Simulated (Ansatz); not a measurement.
**Straining TiO$_{2}$**

Theory: DFT PBE+U, scalar-relativistic, plane waves, PAW (Ansatz). Run with 420 eV cutoff, 6×6×4 k-mesh, Gaussian smearing of 0.02 eV, no spin polarisation, U_eff Ti 4.0 eV on d shells.

Starting point, cell and atoms relaxed:

```xyz
12
Lattice="3.8180 0.0000 0.0000 0.0000 3.8180 0.0000 0.0000 0.0000 9.7751" Properties=species:S:1:pos:R:3 pbc="T T T"
Ti    0.0000    0.0000    0.0000
Ti    0.0000    1.9090    2.4438
Ti    1.9090    1.9090    4.8876
Ti    1.9090    0.0000    7.3313
O     0.0000    1.9090    4.4506
O     0.0000    0.0000    2.0068
O     0.0000    1.9090    0.4370
O     1.9090    1.9090    2.8807
O     1.9090    0.0000    9.3381
O     1.9090    1.9090    6.8944
O     1.9090    0.0000    5.3245
O     0.0000    0.0000    7.7683
```

Deformation: biaxial strain in the a-b plane, with the length and tilt of c and the atoms relaxed, all within the symmetry that the strain leaves. Energies are extrapolated to zero smearing. Gaps are Kohn–Sham gaps over the whole zone.

| strain (%) | ΔE (meV/atom) | a (Å) | b (Å) | c (Å) | gap (eV) |
| --- | --- | --- | --- | --- | --- |
| -4.5 | 43.4 | 3.646 | 3.646 | 10.443 | 2.98 |
| -3.0 | 19.2 | 3.703 | 3.703 | 10.201 | 2.89 |
| -1.5 | 4.7 | 3.761 | 3.761 | 9.978 | 2.75 |
| +0.0 | 0.0 | 3.818 | 3.818 | 9.775 | 2.62 |
| +1.5 | 4.8 | 3.875 | 3.875 | 9.601 | 2.52 |
| +3.0 | 18.8 | 3.933 | 3.933 | 9.449 | 2.44 |

(1) What stiffness (1/V) d²E/dε² at zero strain does a cubic fit over all points give?

(2) How does the free axis c answer a small strain?

(3) How fast does the gap move with strain on either side?

Results:

(1) A cubic fit gives (1/V) d²E/dε² = 568 GPa at zero strain (twice the biaxial modulus).

(2) Between the innermost points its strain is -1.29 times the applied one.

(3) -85 meV per percent on the compressed side and -69 meV per percent on the stretched side.